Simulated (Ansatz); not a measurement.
HfO2 as a 2H monolayer, relaxed with r2SCAN: 7 runs in Ansatz 0.2.0, each a construction of maximally localised Wannier functions. The sheet's in-plane cell has a = 3.096 Å, b = 3.096 Å (γ = 120.0°), and its outermost atoms lie 2.31 Å apart along the normal. Hf is surrounded by 6 O at 2.13 Å; O is surrounded by 3 Hf at 2.13 Å. The structure was generated, not taken from experiment, and needn't be the ground state; no magnetic order is allowed.

```
Hf O
1.0
     3.09604    0.00000    0.00000
    -1.54802    2.68125    0.00000
     0.00000    0.00000   29.68409
Hf O
1 2
Direct
  0.33333 0.66667 0.30319
  0.66667 0.33333 0.34203
  0.66667 0.33333 0.26435
```
Two periodic directions, a and b.

Windows count from the top of the filled bands; a dash means that no such window was set (without an outer window there is no disentanglement).

```
functional  SCF mesh  trial orbitals  functions     mesh  window (eV)  frozen (eV)  Ω total (Å²)  Ω invariant (Å²)  largest spread (Å²)  least projectability  interpolation miss of the model's filled bands (eV, to the nearest computed level)
       PBE     9×9×1        O s, O p          8    6×6×1            –            –          7.66              6.82                 1.01                  0.79                                                                               0.007
       PBE     9×9×1        O s, O p          8  12×12×1            –            –          7.89              7.05                 1.05                  0.79                                                                               0.000
       PBE     9×9×1             O p          6    6×6×1            –            –          7.42              7.26                 1.28                  0.76                                                                               0.007
    r2SCAN     9×9×1        O s, O p          8    6×6×1            –            –          7.43              6.61                 0.99                  0.80                                                                               0.006
   PBE+SOC     9×9×1             O p         12    6×6×1            –            –         14.85             14.54                 1.29                  0.76                                                                                   –
```

Q: Estimate from these rows what the further settings give.

| functional | SCF mesh | trial orbitals | functions | mesh | window (eV) | frozen (eV) |
| --- | --- | --- | --- | --- | --- | --- |
| r2SCAN | 9×9×1 | O p | 6 | 6×6×1 | – | – |
| PBE+SOC | 9×9×1 | O s, O p | 16 | 6×6×1 | – | – |

A:
```json
{"functional": "r2SCAN", "SCF mesh": "9×9×1", "trial orbitals": "O p", "functions": "6", "mesh": "6×6×1", "window (eV)": "–", "frozen (eV)": "–", "Ω total (Å²)": "7.19", "Ω invariant (Å²)": "7.05", "largest spread (Å²)": "1.25", "least projectability": "0.78", "interpolation miss of the model's filled bands (eV, to the nearest computed level)": "0.006"}
{"functional": "PBE+SOC", "SCF mesh": "9×9×1", "trial orbitals": "O s, O p", "functions": "16", "mesh": "6×6×1", "window (eV)": "–", "frozen (eV)": "–", "Ω total (Å²)": "15.42", "Ω invariant (Å²)": "13.73", "largest spread (Å²)": "1.02", "least projectability": "0.79", "interpolation miss of the model's filled bands (eV, to the nearest computed level)": "–"}
```

For O s, O p with PBE the spread goes 7.66 Å² (6×6×1), 7.89 Å² (12×12×1): finite differences on a coarse mesh understate it.

Only the levels marked +SOC include spin-orbit coupling.
